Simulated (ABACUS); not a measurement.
Runs of ABACUS 3.10.1 on Os. Symmetry: P6_3/mmc, No. 194, hexagonal system. The conventional cell has a = 2.734 Å, b = 2.734 Å, c = 4.320 Å, α = 90.00°, β = 90.00°, γ = 120.00°. Os (site symmetry -6m2) is surrounded by 12 Os at 2.68 to 2.73 Å. 

```csv
task,level,potentials or basis,cell,k mesh,cutoff (eV),symmetry key,max steps of the relaxation,force threshold,optimiser,stress threshold,gap on the mesh (eV),pressure (GPa),relaxed volume (Å³/atom)
single point,revPBE,"PseudoDojo NC SR 0.4.1 PBE standard, plane waves",as given,9 × 9 × 5,1007,1,-,-,-,-,none,10.7,-
single point,PBEsol,"GBRV ultrasoft 1.5 PBEsol, plane waves",as given,9 × 9 × 5,544,1,-,-,-,-,none,-3.3,-
relaxation of cell and atoms,PBEsol,"GBRV ultrasoft 1.5 PBEsol, plane waves",relaxed,9 × 9 × 5,544,1,60,0.005 eV/Å,cg,0.2 kbar,none,0.0,(a)
relaxation of cell and atoms,revPBE,"PseudoDojo NC SR 0.4.1 PBE standard, plane waves",relaxed,9 × 9 × 5,1007,1,-,0.03 eV/Å,ASE BFGS,-,none,0.1,14.34
single point,LDA,"GBRV ultrasoft 1.5 LDA, plane waves",as given,9 × 9 × 5,544,1,-,-,-,-,none,(b),-
```

Alike in all rows: no spin polarisation; smearing fermi-dirac 0.05 eV.

Task: Fill in the values left out.

Result: (a) 13.87; (b) -9.1.

Caveats: the potentials were made for another functional, which shifts forces and pressure (some runs).

A k mesh can miss the band edges, and the runs leave out spin-orbit coupling on Os.

A gap of «none» marks a metal or a gap under the smearing width.
